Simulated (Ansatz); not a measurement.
Crystal: In, fcc type, 1 atom in the cell.

Method: Ansatz 0.2.0 development build, r²SCAN, plane waves, PAW datasets (generated hard set).

Cutoff 700 eV; k-mesh 12×12×12 Γ-centred; Fermi–Dirac smearing of 0.1 eV; no spin polarisation; no spin–orbit coupling.

```csv
V (Å³/atom),a (Å),E − E(min) (meV/atom),P (GPa)
25.286,4.6592,4.70,1.69
26.111,4.7093,0.00,0.19
26.935,4.7584,2.34,-1.06
27.760,4.8065,10.48,-2.07
28.584,4.8536,23.35,-2.90
```

Problem. Fit a third-order Birch–Murnaghan equation of state to the energies.

Solution. V₀ = 26.223 Å³/atom (a₀ = 4.716 Å), B₀ = 42.3 GPa, B₀′ = 5.28.

The stress includes the program's correction for the finite plane-wave basis.

This cubic structure is a model: it isn't the usual form of the substance at ambient conditions, and such phases are metastable or hypothetical. The k-mesh is modest, so these values aren't fully converged in k. Potentials made with PBE were used with another functional.
